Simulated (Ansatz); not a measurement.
Compressing V: a fit and a missing row

V, Im-3m, a = 2.997 Å. Ansatz: PBE, PAW, 420 eV, Γ-centred 20×20×20 mesh on 1 atom, Gaussian smearing 0.10 eV; no spin polarisation. Symmetry fixes shape and atoms, so the cell is only scaled; pressure is positive in compression.

```tsv
V (Å³/atom)	P (GPa)
12.655	?
13.059	5.86
13.463	-0.04
13.866	-5.15
14.270	-9.56
```

**Question.** Take V0 = 13.463 Å³/atom, count pressures from its P0 = -0.04 GPa, fit the third-order Birch–Murnaghan form to the other rows, and predict the missing pressure.

**Answer.** With the Eulerian strain f = ½[(V0/V)^(2/3) − 1] and y = (P − P0)/[3f(1 + 2f)^(5/2)], the form is the line y = B0 + 1.5 B0 (B0′ − 4) f. Rows (f, y): 0.01026, 182.2; -0.00974, 183.7; -0.01903, 183.7. Means f = -0.006170, y = 183.20; Σ(Δf)² = 0.0004481, ΣΔfΔy = -0.02465; the slope is their ratio. y = 182.9 − 55.00 f GPa, so B0 = 182.9 GPa and B0′ = 4 + 2 × (-55.00)/(3 × 182.9) = 3.80. At V = 12.655, f = 0.02106, y = 181.74 and P = 12.69 GPa. The run gave 12.68 GPa, so the fit is 0.01 GPa too high, within twice the rms miss on the fitted rows (0.008 GPa). The form still works here, 33 % of the fitted range beyond its end.